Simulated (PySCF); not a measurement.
Compound: 1,3-cyclohexadiene, C₆H₈.
Bonds: C1–C2 (double), C2–C3, C3–C4, C4–C5, C5–C6 (double), C1–C6. Hydrogens: H7 on C1; H8 on C2; H9, H10 on C3; H11, H12 on C4; H13 on C5; H14 on C6.

Level: wB97X-D/pcSseg-2 in PySCF, non-relativistic, on one gas-phase PBE0-D3(BJ)/def2-TZVP geometry that isn't relaxed in the solvent. The solvent is an IEF-PCM continuum (Bondi radii, 1.10 Å for H, scaled by 1.2). Specific hydrogen bonds and non-electrostatic terms are outside this model.

Gas phase at wB97X-D/pcSseg-2: HOMO -7.94 eV, LUMO 1.06 eV, dipole 0.51 D.

Problem. What does the continuum do to the energy, the frontier levels and the dipole at wB97X-D/pcSseg-2 in chloroform?

Solution. 
```csv
solvent,ε,E(solvent) − E(gas) (kcal/mol),polarisation term (kcal/mol),distortion of the solute (kcal/mol),HOMO (eV),LUMO (eV),dipole (D)
chloroform,4.711,-1.50,-1.62,0.12,-7.94,1.06,0.69
```

Polarisation term: ½ Σ q·V over the induced surface charges. Distortion: the rise of the solute's own energy as its density leaves the gas-phase optimum.

On 2 threads of an Intel Xeon Platinum 8488C, shared host, this took 35 s wall, 79 s CPU and 2.2 GiB of memory at its peak. This is the whole shielding run at wB97X-D/pcSseg-2 in chloroform, SCF included.

The pairwise dispersion term of wB97X-D wasn't added to the energies; at a given geometry it leaves orbitals and properties as they are.
